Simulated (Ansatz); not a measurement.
An element in the fcc structure gives these cold pressures by all-electron LAPW under LDA (Ansatz 0.2.0, scalar-relativistic, no spin polarisation).

```tsv
V (Å³/atom)	P (GPa)
16.06	0.01
14.77	11.60
13.49	28.1
12.20	51.7
10.92	85.9
9.63	137.0
8.35	215.9
7.23	326.9
```

(1) Which element is it?

Answers

(1) Ti. Its zero-pressure volume in this structure is near 16.1 Å³/atom; the volume and the steepness of P(V) together point to it, though neighbours can come close. This is the case that was computed; others weren't tested.
